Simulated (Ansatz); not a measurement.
# ZnSe: a bulk modulus from differences

It was relaxed at this level from a cell as deposited in COD.

Theory: DFT PBE, scalar-relativistic, plane waves, PAW in Ansatz. Plane waves to 420 eV, an 8×8×8 mesh through Γ for the 2-atom cell and 0.02 eV Gaussian smearing; no spin polarisation.

```cif
data_structure
_symmetry_space_group_name_H-M 'F-43m'
_symmetry_Int_Tables_number 216
_cell_length_a 5.7318
_cell_length_b 5.7318
_cell_length_c 5.7318
_cell_angle_alpha 90.000
_cell_angle_beta 90.000
_cell_angle_gamma 90.000
_cell_volume 188.31
loop_
_atom_site_label
_atom_site_type_symbol
_atom_site_symmetry_multiplicity
_atom_site_Wyckoff_symbol
_atom_site_fract_x
_atom_site_fract_y
_atom_site_fract_z
_atom_site_occupancy
Zn1 Zn 4 a 0.00000 0.00000 0.00000 1
Se1 Se 4 c 0.25000 0.25000 0.25000 1
```

The cell was set to several volumes, with shape and atoms relaxed at each where symmetry leaves them free. Pressure is positive in compression, and energies count from the lowest row.

| row | V (Å³/atom) | P (GPa) | ΔE (meV/atom) | gap on mesh (eV) |
| --- | --- | --- | --- | --- |
| 1 | 20.715 | 9.74 | 76.6 | 1.68 |
| 2 | 21.421 | 6.67 | 40.6 | 1.54 |
| 3 | 22.127 | ? | ? | ? |
| 4 | 22.833 | 1.88 | 4.1 | 1.27 |
| 5 | 23.539 | 0.03 | 0.0 | 1.15 |
| 6 | 24.245 | -1.54 | 3.4 | 1.04 |
| 7 | 24.952 | -2.87 | 13.2 | 0.93 |
| 8 | 25.893 | -4.33 | 34.5 | 0.80 |

Question: Find B = −V·ΔP/ΔV from rows 4 and 6 and from rows 1 and 2, and from the two its slope B′ and its value B0 at zero pressure.

Answer: Rows 4 and 6 give −(22.833 + 24.245)/2 × (-1.54 − (1.88))/(24.245 − 22.833) = 57.0 GPa at a mean pressure of 0.17 GPa. Rows 1 and 2 give −(20.715 + 21.421)/2 × (6.67 − (9.74))/(21.421 − 20.715) = 91.6 GPa at a mean pressure of 8.21 GPa. So B′ = (91.6 − 57.0)/(8.21 − (0.17)) = 4.30 and B0 = 57.0 − 4.30 × (0.17) = 56.3 GPa. A third-order Birch–Murnaghan fit to all the energies gives B0 = 56.6 GPa and B′ = 4.5.

Question: Estimate the pressure and energy of row 3.

Answer: From row 5, V0 = 23.539 × (1 + (0.03)/56.3) = 23.552 Å³/atom. Murnaghan's form P = (B0/B′)·[(V0/V)^B′ − 1] gives (56.3/4.30) × [(23.552/22.127)^4.30 − 1] = 4.03 GPa; the computed pressure is 4.08 GPa, so the estimate is off by -0.05 GPa. The work of compression from row 4, with the mean of the two pressures, gives ΔE = 4.1 + (4.03 + 1.88)/2 × (22.833 − 22.127)/160.2 × 1000 = 17.1 meV/atom (1 eV/Å³ = 160.2 GPa); the computed value is 17.1 meV/atom.

Question: Fit the gap against pressure through the other rows and estimate it at the computed pressure of row 3.

Answer: Over the 7 rows the mean pressure is 1.3686 GPa and the mean gap is 1.201 eV. The sums of products of deviations are S_xx = 159.1 and S_xy = 9.813, so the slope is 9.813/159.1 = 0.06168 (r = 0.99, rms misfit 0.03 eV). At 4.08 GPa the line gives 1.201 + (0.06168) × (4.08 − 1.3686) = 1.37 eV. The computed value is 1.40 eV, so the line is off by -0.03 eV, less than the largest miss among the fitted rows (0.05 eV).

Kohn–Sham gaps at this level usually fall short of measured ones. All volumes keep the k mesh of the relaxed cell. Symmetry constrained the relaxation, so the result can be a saddle point.
